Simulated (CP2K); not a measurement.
Crystal: BaS.

```
CELL_PARAMETERS angstrom
4.51664 0.00000 0.00000
2.25832 3.91153 0.00000
2.25832 1.30384 3.68782
ATOMIC_POSITIONS crystal
Ba 0.00000 0.00000 0.00000
S 0.50000 0.50000 0.50000
```

Base run:

```yaml
Program: CP2K 2026.2
Functional: PBEsol
Potentials_or_basis: POTENTIAL_UZH Ba GTH-PBE-q10, S GTH-PBE-q6; TZVP-MOLOPT-PBE-GTH basis
Density_cutoff: 6123 eV
k_mesh: 7 × 7 × 7
Occupations: fermi-dirac, width 0.01 eV
Spin: no spin polarisation
```

Its results: band gap on the k mesh 2.04 eV, indirect (least direct gap 2.17 eV); pressure -0.4 GPa.

**Question.** The run is repeated on the same cell with these changes: functional from PBEsol to PBE; occupations from fermi-dirac, width 0.01 eV to fermi-dirac, width 0.1 eV. What comes out?

**Answer.** Band gap on the k mesh 2.19 eV, indirect (least direct gap 2.32 eV); pressure 1.3 GPa.

Caveats: spin-orbit coupling is left out, which moves the levels of the heavy elements; the basis of atomic orbitals isn't converged, which shifts pressures, moduli and gaps; the potentials were made for another functional, which shifts forces and pressure (some runs).

A k mesh can miss the band edges.
